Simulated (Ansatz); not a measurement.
A computed series for BaSnO3: pressure series

Base system: BaSnO3 in the cubic perovskite structure (space group Pm-3m, No. 221).

BaSnO$_{3}$ has the cubic space group Pm-3m (No. 221), the cubic perovskite structure, Pearson symbol cP5. Conventional cell: a = b = c = 4.1760 Å, α = β = γ = 90.00°. Ba on 1a is coordinated by 12 O at 2.953 Å (cuboctahedral). Sn on 1b is surrounded by 6 O at 2.088 Å (octahedral). O on 3c is surrounded by 2 Sn at 2.088 Å and 4 Ba at 2.953 Å (octahedral). (Neighbours: up to the widest gap in distance over summed covalent radii, below 1.35, at either atom; cation-cation and far metal-metal contacts left out.)

Cell and atoms are relaxed at each pressure.

All numbers come from plane-wave PAW DFT at the PBE level (Ansatz, a first-principles code, 420 eV), no SOC.

For the base:

```
Quantity               Value
-------------------  -------
Smallest direct gap  0.97 eV
```

**Question.** The aim is a smallest direct gap between 2.84 eV and 3.01 eV. Which of these changes reaches it?
A) pressure −2 GPa
B) pressure 9 GPa
C) pressure 30 GPa
D) pressure 22.5 GPa

**Answer.** C, pressure 30 GPa. It gives 2.91 eV; pressure −2 GPa gives 0.79 eV; pressure 9 GPa gives 1.67 eV; pressure 22.5 GPa gives 2.51 eV. Changes not listed may reach it too

Load acts through the strain it causes; cell and atoms are relaxed under it. Whether these cells are dynamically stable was not tested. Competing high-pressure phases were not computed.
